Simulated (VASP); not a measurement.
# Lu (P6_3/mmc) in VASP: notebook

One crystal, Lu, is run at these levels: PBE; tasks: single point.

All numbers are computed with VASP 6.6.1; they aren't measurements. Logs are shortened: lines on timing, memory, paths and dates and some standing lists are left out, and cuts for length are marked.

### Step 1. Starting point

Symmetry: P6_3/mmc, No. 194, hexagonal system. Conventional cell: a = 3.503 Å, b = 3.503 Å, c = 5.551 Å, α = 90.00°, β = 90.00°, γ = 120.00°. Lu (site symmetry -6m2) has 12 Lu at 3.43 to 3.50 Å as nearest neighbours.

### Step 2. Single point, PBE

INCAR

```
SYSTEM = Lu
  PREC = Accurate
  ENCUT = 450
  EDIFF = 1E-6
  ISMEAR = 0
  SIGMA = 0.4
  LREAL = .False.
  LASPH = .True.
  NELM = 100
  ALGO = Normal
  ISIF = 2
  LWAVE = .False.
  LCHARG = .False.
  GGA = PE
  ADDGRID = .False.
```

KPOINTS

```
regular mesh
0
Gamma
  11 11 6
  0 0 0
```

POSCAR

```
Lu
1.0
    3.5031000000      0.0000000000      0.0000000000
   -1.7515500000      3.0337735920      0.0000000000
    0.0000000000      0.0000000000      5.5509000000
Lu
2
Direct
    0.6483880000      0.2977880000      0.7516770000
    0.3414390000      0.6668870000      0.2457360000
```

Potentials or basis: VASP PAW PBE potentials, release 64 (Lu_3), 4f in core.

Started as:

```bash
cat potpaw_PBE.64/Lu_3/POTCAR > POTCAR
mpirun -np 1 vasp_std > vasp.out
```

OUTCAR:

```text
SYSTEM = Lu
   PREC = Accurate
   ENCUT = 450
   EDIFF = 1E-6
   ISMEAR = 0
   LREAL = .False.
   LASPH = .True.
   NELM = 100
   ISIF = 2
   GGA = PE

 Found    364 irreducible k-points:

 Following reciprocal coordinates:
            Coordinates               Weight
  0.000000  0.000000  0.000000      1.000000
  0.090909  0.000000  0.000000      2.000000
  0.000000  0.090909  0.000000      2.000000
 -0.090909  0.090909  0.000000      2.000000
  0.181818  0.000000  0.000000      2.000000
  0.000000  0.181818  0.000000      2.000000
   k-points           NKPTS =    364   k-points in BZ     NKDIM =    364   number of bands    NBANDS=     13
   number of dos      NEDOS =    301   number of ions     NIONS =      2
   total plane-waves  NPLWV =  23040
   dimension x,y,z NGX =    24 NGY =   24 NGZ =   40
   dimension x,y,z NGXF=    48 NGYF=   48 NGZF=   80
   ions per type =               2
   NGX,Y,Z   is equivalent  to a cutoff of  11.39, 11.39, 11.98 a.u.
   NGXF,Y,Z  is equivalent  to a cutoff of  22.78, 22.78, 23.96 a.u.
 SYSTEM =  Lu
   PREC   = accura    normal or accurate (medium, high low for compatibility)
   ISTART =      0    job   : 0-new  1-cont  2-samecut
   ICHARG =      2    charge: 1-file 2-atom 10-const
   ISPIN  =      1    spin polarized calculation?
   LNONCOLLINEAR =      F non collinear calculations
   LSORBIT =      F    spin-orbit coupling
   LASPH  =      T    aspherical Exc in radial PAW
   ENCUT  =  450.0 eV  33.07 Ry    5.75 a.u.   6.06  6.06  9.60*2*pi/ulx,y,z
   NELM   =    100;   NELMIN=  2; NELMDL= -5     # of ELM steps
   EDIFF  = 0.1E-05   stopping-criterion for ELM
   LREAL  =      F    real-space projection
   EDIFFG = 0.1E-04   stopping-criterion for IOM
   NSW    =      0    number of steps for IOM
   IBRION =     -1    ionic relax: 0-MD 1-quasi-New 2-CG
   NFREE  =      0    steps in history (QN), initial steepest desc. (CG)
   ISIF   =      2    stress and relaxation
   ISYM   =      2    0-nonsym 1-usesym 2-fastsym
   POTIM  = 0.5000    time-step for ionic-motion
   TEBEG  =    0.0;   TEEND  =   0.0 temperature during run
   PSTRESS=    0.0 pullay stress
   NELECT =      18.0000    total number of electrons
   NUPDOWN=      -1.0000    fix difference up-down
   EMIN   =  10.00;   EMAX   =-10.00  energy-range for DOS
   EFERMI =   0.00;   METHOD = LEGACY
   ISMEAR =     0;   SIGMA  =   0.40  broadening in eV -4-tet -1-fermi 0-gaus
   EFERMI_NEDOS =   21; number of points for ismear=-14 and -15
   IALGO  =     38    algorithm
   IMIX   =      4    mixing-type and parameters
     AMIX     =   0.40;   BMIX     =  1.00
     AMIX_MAG =   1.60;   BMIX_MAG =  1.00
  volume/ion in A,a.u.               =      29.50       199.05
  Fermi-wavevector in a.u.,A,eV,Ry     =   1.102130  2.082723 16.526853  1.214689
  Thomas-Fermi vector in A             =   2.238568
   LORBIT       =      0    0 simple, 1 ext, 2 COOP (PROOUT), +10 PAW based schemes
   GGA     = PE    functional components
   LHFCALC =     F    Hartree Fock is set to
   AEXX    =    0.0000 exact exchange contribution
   IVDW    =     0    specifies the selected vdW correction
   LEPSILON=     F    determine dielectric tensor
   LRPA    =     F    only Hartree local field effects (RPA)
 non-spin polarized calculation
 Gauss-broadening in eV      SIGMA  =   0.40
  energy-cutoff  :      450.00
  volume of cell :       58.99
 maximum number of plane-waves:      1296
   NGX = 13   NGY = 13   NGZ = 19

 number of electron      18.0000000 magnetization

 Free energy of the ion-electron system (eV)
  ---------------------------------------------------
  ext. energy  EPLUGINS =         0.00000000
  ---------------------------------------------------
  free energy    TOTEN  =        -9.02930043 eV

  energy without entropy =       -8.77710231  energy(sigma->0) =       -8.90320137

 E-fermi :   2.7754     XC(G=0):  -9.9075

 val. band max:        2.7707729439   @ k =   0.0000   0.3636   0.0000
 cond. band min:       2.7814593486   @ k =   0.2727   0.2727   0.5000
 fundamental gap:      0.0106864047
 Fermi energy:         2.7754399972

 k-point     1 :       0.0000    0.0000    0.0000
  band No.  band energies     occupation
      1     -24.2787      2.00000
      2     -23.8663      2.00000
      3     -23.8444      2.00000
      4     -23.7857      2.00000
      5     -23.7737      2.00000
      6     -23.7623      2.00000
      7      -3.2474      2.00000
      8       0.3454      2.00000
      9       3.3228      0.05298
     10       4.9471      0.00000
     11       5.0518      0.00000
     12       5.2015      0.00000
     13       5.7250      0.00000

 k-point     2 :       0.0909    0.0000    0.0000
  band No.  band energies     occupation
      1     -24.2668      2.00000
      2     -23.8804      2.00000
      3     -23.8655      2.00000
      4     -23.8116      2.00000
      5     -23.7790      2.00000
      6     -23.7673      2.00000
      7      -3.0513      2.00000
      8       0.5445      2.00000
      9       3.1798      0.15279
     10       4.5237      0.00000
     11       5.1462      0.00000
     12       5.3777      0.00000
     13       5.5954      0.00000

 k-point     3 :       0.0000    0.0909    0.0000
  band No.  band energies     occupation
      1     -24.2652      2.00000
      2     -23.8919      2.00000
      3     -23.8543      2.00000
      4     -23.8025      2.00000
      5     -23.7881      2.00000
      6     -23.7690      2.00000
      7      -3.0499      2.00000
      8       0.5506      2.00000
      9       3.1999      0.13343
     10       4.4653      0.00000
     11       5.2343      0.00000
     12       5.3387      0.00000
     13       5.8019      0.00000

 k-point     4 :      -0.0909    0.0909    0.0000
  band No.  band energies     occupation
      1     -24.2663      2.00000
      2     -23.8849      2.00000
      3     -23.8609      2.00000
      4     -23.8097      2.00000
      5     -23.7811      2.00000
      6     -23.7678      2.00000
      7      -3.0509      2.00000
      8       0.5464      2.00000
      9       3.1855      0.14717
     10       4.5075      0.00000
     11       5.1714      0.00000
     12       5.4094      0.00000
     13       5.6482      0.00000

 k-point     5 :       0.1818    0.0000    0.0000
  band No.  band energies     occupation
      1     -24.2333      2.00000
      2     -23.9476      2.00000
      3     -23.8933      2.00000
      4     -23.8811      2.00000
      5     -23.7911      2.00000
      6     -23.7822      2.00000
      7      -2.4890      2.00000
      8       1.0794      2.00000
      9       2.8251      0.86063
     10       3.8150      0.00024
     11       4.8181      0.00000
     12       5.5059      0.00000
     13       5.6936      0.00000

 k-point     6 :       0.0000    0.1818    0.0000
  band No.  band energies     occupation
      1     -24.2267      2.00000
      2     -23.9607      2.00000
      3     -23.8792      2.00000
      4     -23.8769      2.00000
      5     -23.7972      2.00000
      6     -23.7891      2.00000
      7      -2.4821      2.00000
      8       1.1097      2.00000
      9       2.8988      0.66277
     10       3.7482      0.00058
     11       4.8369      0.00000
     12       5.2675      0.00000
     13       5.7502      0.00000

 [... further k-points ...]

------------------------ aborting loop because EDIFF is reached ----------------------------------------

  FORCE on cell =-STRESS in cart. coord.  units (eV):
  Direction    XX          YY          ZZ          XY          YZ          ZX
  --------------------------------------------------------------------------------------
  -------------------------------------------------------------------------------------
  Total       -0.0183037      0.3044547     -0.0069389     -0.0498103     -0.0265360     -0.0060019
  in kB       -0.4971065      8.2686414     -0.1884522     -1.3527908     -0.7206884     -0.1630042
  external PRESSURE =       2.5276942 kB  Pullay stress =       0.0000000 kB

 VOLUME and BASIS-vectors are now :
 -----------------------------------------------------------------------------
  energy-cutoff  :      450.00
  volume of cell :       58.99
      direct lattice vectors                 reciprocal lattice vectors
     3.503100000  0.000000000  0.000000000     0.285461448  0.164811244  0.000000000
    -1.751550000  3.033773592  0.000000000     0.000000000  0.329622488  0.000000000
     0.000000000  0.000000000  5.550900000     0.000000000  0.000000000  0.180150967

 POSITION                                       TOTAL-FORCE (eV/Angst)
 -----------------------------------------------------------------------------------
      1.74978      0.90342      4.17248         0.040269      0.169284     -0.132206
      0.02801      2.02318      1.36406        -0.040269     -0.169284      0.132206
 -----------------------------------------------------------------------------------
    total drift:                                0.000004      0.000007     -0.000000

  FREE ENERGIE OF THE ION-ELECTRON SYSTEM (eV)
  ---------------------------------------------------
  free  energy   TOTEN  =        -9.0293004296 eV

  energy  without entropy=       -8.7771023131  energy(sigma->0) =       -8.90320137
```

Run time: 64 s. Hardware: 1 thread of Intel Xeon 6975P-C (Granite Rapids), shared host; peak memory 0.32 GiB.

The run converged, but some of its settings lie outside the range that counts as converged, so its numbers aren't taken as properties of the crystal.

What came out:

* Free energy: -9.0293 eV
* Pressure: 0.3 GPa
* Largest force: 0.219 eV/Å
* Band gap on the k mesh: none (metal or under the smearing width)

[end of part 1 of 2]
